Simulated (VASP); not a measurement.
# ZnS (strained zincblende), PBE single-point calculation: VASP's output and Ansatz's

POSCAR

```
Zn S
 1.0000000000000000
     0.0000000000000000    2.6940858314999998    2.7210266899000000
     2.6940858314999998    0.0000000000000000    2.7210266899000000
     2.6940858314999998    2.6940858314999998    0.0000000000000000
 Zn  S
   1   1
Cartesian
  0.0000000000000000  0.0000000000000000  0.0000000000000000
  1.3470429157499999  1.3470429157499999  1.3605133449500000
```

VASP ran with the recommended PBE PAW datasets (18 valence electrons in the cell).

From OUTCAR

```
k-points           NKPTS =     59   k-points in BZ     NKDIM =     59   number of bands    NBANDS=     16

   NELECT =      18.0000    total number of electrons

   dimension x,y,z NGX =    28 NGY =   28 NGZ =   28
   dimension x,y,z NGXF=    56 NGYF=   56 NGZF=   56

  energy-cutoff  :      520.00
  volume of cell :       39.50
      direct lattice vectors                 reciprocal lattice vectors
     0.000000000  2.694085831  2.721026690    -0.185591711  0.185591711  0.183754170
     2.694085831  0.000000000  2.721026690     0.185591711 -0.185591711  0.183754170
     2.694085831  2.694085831  0.000000000     0.185591711  0.185591711 -0.183754170

 k-points in reciprocal lattice and weights: KPOINTS created by Atomic Simulation Env
   0.00000000  0.00000000  0.00000000       0.002
   0.12500000  0.00000000  0.00000000       0.016
   0.25000000  0.00000000  0.00000000       0.016
   0.37500000  0.00000000  0.00000000       0.016
   0.50000000  0.00000000  0.00000000       0.008
   0.12500000  0.12500000  0.00000000       0.004
   0.25000000  0.12500000  0.00000000       0.016
   0.37500000  0.12500000  0.00000000       0.016
   ...

 E-fermi :   2.5073

 k-point     1 :       0.0000    0.0000    0.0000
  band No.  band energies     occupation
      1     -11.0360      2.00000
      2      -4.2420      2.00000
      3      -4.2360      2.00000
      4      -4.2360      2.00000
      5      -3.7427      2.00000
      6      -3.7399      2.00000
      7       2.0723      2.00000
      8       2.1077      2.00000
      9       2.1077      2.00000
     10       4.2051      0.00000
     11       8.4936      0.00000
     12       8.4944      0.00000
     13       8.4944      0.00000
     14      13.7666      0.00000
     15      13.9404      0.00000
     16      13.9672      0.00000

 k-point     2 :       0.1250    0.0000    0.0000
  band No.  band energies     occupation
      1     -10.9195      2.00000
      2      -4.2372      2.00000
      3      -4.2188      2.00000
      4      -4.2149      2.00000
      5      -3.7440      2.00000
      6      -3.7419      2.00000
      7       0.9819      2.00000
      8       1.9346      2.00000
      9       1.9634      2.00000
     10       5.0253      0.00000
     11       8.3993      0.00000
     12       8.7450      0.00000
     13       8.7511      0.00000
     14      13.1995      0.00000
     15      13.3303      0.00000
     16      14.7517      0.00000

 k-point     3 :       0.2500    0.0000    0.0000
  band No.  band energies     occupation
      1     -10.6152      2.00000
      2      -4.1899      2.00000
      3      -4.1734      2.00000
      4      -4.1683      2.00000
      5      -3.7398      2.00000
      6      -3.7397      2.00000
      7      -0.7339      2.00000
      8       1.6085      2.00000
      9       1.6488      2.00000
     10       5.5686      0.00000
     11       9.0153      0.00000
     12       9.1174      0.00000
     13       9.1384      0.00000
     14      13.0412      0.00000
     15      13.0920      0.00000
     16      14.3070      0.00000

 k-point     4 :       0.3750    0.0000    0.0000
  band No.  band energies     occupation
      1     -10.2697      2.00000
      2      -4.1386      2.00000
      3      -4.1311      2.00000
      4      -3.9717      2.00000
      5      -3.7242      2.00000
      6      -3.7215      2.00000
      7      -2.2553      2.00000
      8       1.3178      2.00000
      9       1.3683      2.00000
     10       5.4831      0.00000
     11       9.0674      0.00000
     12       9.1445      0.00000
     13      10.3603      0.00000
     14      13.9321      0.00000
     15      14.1588      0.00000
     16      14.2013      0.00000

 k-point     5 :       0.5000    0.0000    0.0000
  band No.  band energies     occupation
      1     -10.1110      2.00000
      2      -4.1275      2.00000
      3      -4.1192      2.00000
      4      -3.7130      2.00000
      5      -3.7094      2.00000
      6      -3.5390      2.00000
      7      -3.1868      2.00000
      8       1.2048      2.00000
      9       1.2593      2.00000
     10       5.4030      0.00000
     11       8.9829      0.00000
     12       9.0670      0.00000
     13      10.9698      0.00000
     14      14.2585      0.00000
     15      15.4637      0.00000
     16      15.5379      0.00000

 k-point     6 :       0.1250    0.1250    0.0000
  band No.  band energies     occupation
      1     -10.8824      2.00000
      2      -4.2609      2.00000
      3      -4.1968      2.00000
      4      -4.1968      2.00000
      5      -3.7594      2.00000
      6      -3.7293      2.00000
      7       1.0074      2.00000
      8       1.7039      2.00000
      9       1.7039      2.00000
     10       5.3782      0.00000
     11       7.7989      0.00000
     12       9.1266      0.00000
     13       9.1266      0.00000
     14      12.0915      0.00000
     15      14.1370      0.00000
     16      15.2276      0.00000

 ...

  Total        0.4455250      0.4455250      0.3456099      0.0000000     -0.0000000      0.0000000
  in kB       18.0716170     18.0716170     14.0188086      0.0000000     -0.0000000      0.0000000
  external PRESSURE =      16.7206809 kB  Pullay stress =       0.0000000 kB

 POSITION                                       TOTAL-FORCE (eV/Angst)
 -----------------------------------------------------------------------------------
      0.00000      0.00000      0.00000        -0.000000     -0.000000     -0.000000
      1.34704      1.34704      1.36051         0.000000      0.000000      0.000000
 -----------------------------------------------------------------------------------
    total drift:                                0.000000      0.000000      0.000001

  FREE ENERGIE OF THE ION-ELECTRON SYSTEM (eV)
  ---------------------------------------------------
  free  energy   TOTEN  =        -6.8472347289 eV

  energy  without entropy=       -6.8472347289  energy(sigma->0) =       -6.84723473
```

The two codes use different PAW datasets and cutoffs. VASP's cell holds 18 valence electrons and Ansatz's 18. Ansatz's stress includes a Pulay correction; VASP's doesn't.

Question: What does Ansatz give for the same cell and level of theory?

Answer: gap between bands v and c 2.09 eV; least direct gap 2.09 eV; pressure 1.5 GPa.

Ansatz printed

```
SCF 1 converged in 6 iterations: F = -4222.729998 eV  dr2 = 2.11e-9
  greatest PAW one-centre occupation: 0.983 electrons in one spin orbital (limit 2), on the Zn atom at site 0 (counted from 0), in its partial waves of l = 2
NSCF: frozen V_eff on 6 k-points
SCF converged after 6 iterations
Free energy (F): -4222.729998 eV
Harris-Foulkes:  -4222.729998 eV  (|F-HF|=7.91e-9)
Internal energy: -4222.729998 eV  (E = F + TS)
E sigma→0 (E₀):  -4222.729998 eV
Fermi energy:    6.837566 eV
--- Per-component energies (eV) ---
  E_band       = 4.908469
  E_kinetic    = 238.334412
  E_local      = -2041.633112  (includes V_loc(G=0)·N_el)
  E_nonlocal   = 642.730367
  E_hartree    = 853.678031
  E_xc         = -234.412639
  E_vxc        = -139.568580  (∫ρ·V_xc dr)
  E_paw        = -2428.512670  (= ΣΔE_a)
  E_vpaw       = -402.310747  (= ΣTr[D̂ρ^β])
  E_aug_tail   = -0.000365  (compensation charges beyond the density's cutoff)
  E_ewald      = -1252.914021
  E_smearing   = -0.000000  (= −TS)
  E_closure    = -0.000000  (closes the sum)
  Σ components = -4222.729998   (vs F -4222.729998, Δ=0.00e0)
--- Forces (eV/Å), atoms counted from 1 ---
  atom   1  Zn     0.00000000    -0.00000000    -0.00000000
  atom   2  S     -0.00000000    -0.00000000     0.00000000
  max |Σ_I F_I| component: 2.78e-17 eV/Å
--- Stress (GPa, compression-positive) ---
        1.645526      -0.000000       0.000000
       -0.000000       1.645526       0.000000
       -0.000000       0.000000       1.235093
  P = ⅓ Tr σ = 1.5087 GPa (15.087 kbar)
--- Band table (eV; the first three rows and the last of 59) ---
  k-point 0: bands = ["-7.3628", "-0.5624", "-0.5564", "-0.5564", "-0.0610", "-0.0581", "5.7480", "5.7838", "5.7838", "7.8758", "12.1422", "12.1433", "12.1433"]
  k-point 1: bands = ["-7.2462", "-0.5577", "-0.5392", "-0.5353", "-0.0623", "-0.0602", "4.6588", "5.6104", "5.6393", "8.6955", "12.0492", "12.3920", "12.3983"]
  k-point 2: bands = ["-6.9415", "-0.5105", "-0.4937", "-0.4886", "-0.0581", "-0.0580", "2.9437", "5.2841", "5.3244", "9.2387", "12.6648", "12.7634", "12.7835"]
  k-point 58: bands = ["-6.1364", "-0.5856", "-0.2143", "-0.2143", "0.0143", "0.1455", "1.1805", "3.5906", "3.5906", "9.2113", "9.9029", "16.6425", "17.7131"]
```
